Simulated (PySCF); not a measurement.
Aniline radical cation (`c1cc(ccc1)N`) [SMILES of the parent framework; charge +1 and doublet state] (charge +1 and doublet state). Level of theory: PySCF, PBE0-D3(BJ)/def2-SVP geometry optimisation, gas phase.

```
atom  x, y, z in Å
N1     2.2364   -0.2028    0.0089
C2     0.9143   -0.0829    0.0018
C3     0.3124    1.2190    0.0030
C4    -1.0557    1.3290   -0.0044
C5    -1.8620    0.1690   -0.0132
C6    -1.2778   -1.1172   -0.0144
C7     0.0877   -1.2552   -0.0071
H8     2.6844   -1.1159    0.0081
H9     2.8444    0.6127    0.0151
H10    0.9498    2.1067    0.0099
H11   -1.5244    2.3151   -0.0036
H12   -2.9501    0.2677   -0.0191
H13   -1.9161   -2.0030   -0.0212
H14    0.5552   -2.2429   -0.0080
```

(1) Which two atoms are farthest apart?

(2) Work out the bond lengths N1–C2, C2–C3, C4–H11, C5–H12, C6–C7 in Å.

(3) What is the repulsion energy of the bare nuclei, Σ ZA·ZB/RAB?

(4) What are the angles C2–N1–H9, C2–N1–H8, C3–C2–C7, C4–C3–H10, C4–C5–H12, C6–C7–H14?

(5) Where is the centre of mass (commonest isotopes), and what is the radius of gyration?

(6) Write the matrix of distances between heavy atoms (Å, lower triangle).

## Answers

(1) H9···H12 and H8···H12, 5.805 Å down to 5.802 Å.

(2) For N1–C2 the difference vector is (-1.3221, 0.1199, -0.0071) Å, of length 1.3275 Å. N1–C2 1.328; C2–C3 1.434; C4–H11 1.092; C5–H12 1.093; C6–C7 1.372 Å.

(3) 271.45 Eh over 91 pairs, with full nuclear charges and distances in bohr; the largest single term is 16.74 Eh (N1 with C2).

(4) From the scalar product of the two bond vectors; for C2–N1–H9 it is -0.7061 Å² over 1.3275 × 1.0172 Å², cos θ = -0.5229. C2–N1–H9 121.5°; C2–N1–H8 121.3°; C3–C2–C7 120.0°; C4–C3–H10 121.1°; C4–C5–H12 119.6°; C6–C7–H14 121.1°.

(5) Mass 93.058 u; centre at (-0.028, 0.003, -0.003) Å; Rg = √(Σ m r²/M) = 1.740 Å. As Ia + Ib + Ic = 2 Σ m r², the three principal moments sum to 563.8 u·Å².

(6) 
```
N1    0.000
C2    1.328  0.000
C3    2.392  1.434  0.000
C4    3.631  2.424  1.373  0.000
C5    4.115  2.788  2.415  1.413  0.000
C6    3.631  2.424  2.826  2.456  1.413  0.000
C7    2.393  1.434  2.484  2.826  2.414  1.372  0.000
```

The point group is C2v within 0.08 Å; differences among equivalent distances and angles are scatter left by the optimiser. No PBE0-D3(BJ)/def2-SVP frequencies stand behind this structure, so it isn't proved a minimum. ⟨S²⟩ = 0.780 (exact for a doublet: 0.75).

The run took 48 s of wall time on x86-64 server, one thread, on a shared host. That covers the optimisation of the geometry.
